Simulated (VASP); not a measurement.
Set up this calculation in VASP 6.6.1, as the native input.

- Task: relaxation of cell and atoms
- Functional: LDA
- Potentials or basis: VASP PAW LDA potentials, release 64 (Ba_sv, O)
- Cutoff: 600 eV
- k mesh: 8 × 8 × 8
- Occupations: gaussian, width 0.03 eV
- Spin: no spin polarisation
- Further INCAR settings: ALGO = Normal; EDIFF = 1e-06; IBRION = 2; EDIFFG = -0.01; NSW = 90; ISIF = 3

The structure of BaO lies in POSCAR:

```
BaO
1.0
    0.0000000000      2.7500000000      2.7500000000
    2.7500000000      0.0000000000      2.7500000000
    2.7500000000      2.7500000000      0.0000000000
Ba O
1 1
Direct
    0.0000000000      0.0000000000      0.0000000000
    0.5000000000      0.5000000000      0.5000000000
```

The input as run:

INCAR

```
PREC = Accurate ; ENCUT = 600
EDIFF = 1E-6 ; ISMEAR = 0
SIGMA = 0.03 ; LREAL = F
LASPH = T ; NELM = 80
ALGO = Normal ; ISIF = 3
LWAVE = F ; LCHARG = F
GGA = CA ; IBRION = 2
NSW = 90 ; EDIFFG = -0.01
```

KPOINTS

```
regular mesh
0
Gamma
  8 8 8
```

Potentials or basis: VASP PAW LDA potentials, release 64 (Ba_sv, O).

Command:

```console
$ cat potpaw_LDA.64/Ba_sv/POTCAR potpaw_LDA.64/O/POTCAR > POTCAR
$ mpirun -np 1 vasp_std > vasp.out
```

Results of the run:

```yaml
Relaxed_volume: 20.55 Å³/atom
Relaxed_cell: a = 3.874 Å, b = 3.874 Å, c = 3.874 Å, α = 60.00°, β = 60.00°, γ = 60.00°
Space_group_after_relaxing_to_0.05_Å: Fm-3m (No. 225)
Energy_gained_by_relaxing: 0.8 meV/atom
Ionic_steps: 3
Pressure_after_relaxing: 0.0 GPa
Band_gap_on_the_k_mesh: 1.70 eV, direct
```

Caveat: spin-orbit coupling is left out, which moves the levels of the heavy elements.

Wall time 15 s on 1 thread of Intel(R) Xeon(R) 6975P-C (Granite Rapids) (shared host), peak memory 0.16 GiB.
